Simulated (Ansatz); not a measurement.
**Cu under changes of volume**

One of the cells (11.810 Å³/atom); the others are scaled copies at fixed shape and fractional positions:

```
Cu
1.0
     0.00000    1.80750    1.80750
     1.80750    0.00000    1.80750
     1.80750    1.80750    0.00000
Cu
1
Direct
  0.00000 0.00000 0.00000
```

```yaml
Program: Ansatz 0.2.0
Functional: revPBE
Potentials_or_basis: Ansatz PAW
Cutoff: "420 eV (not typed: the program's choice for these potentials)"
k_mesh: 13 × 13 × 13
Occupations: fermi-dirac, width 0.05 eV
Spin: no spin polarisation
```

```tsv
volume (Å³/atom)	energy over the lowest point (meV/atom)	pressure (GPa)
11.102	53.34	16.4
11.338	32.30	12.2
11.574	?	?
11.810	6.95	5.2
12.047	1.43	2.3
12.283	0.00	-0.3
12.519	2.19	-2.6
```

**Question.** What does the run at 11.574 Å³/atom give?

**Answer.** Energy over the lowest point 17.04 meV/atom; pressure 8.5 GPa.

Worked out: A Birch-Murnaghan fit of order 3 (a polynomial in V^(-2/3)) to the other rows has its minimum at 12.25 Å³/atom with B0 = V·E''(V) = 129 GPa and B' = 5.1. It gives 17.05 meV/atom at 11.574 Å³/atom, against the run's 17.04, and -dE/dV = 8.5 GPa, against 8.5.

Energies are extrapolated to zero smearing.

Caveats: the PAW data sets come from PBE, with cores solved anew for the run's functional, which leaves a small shift of forces and pressure.
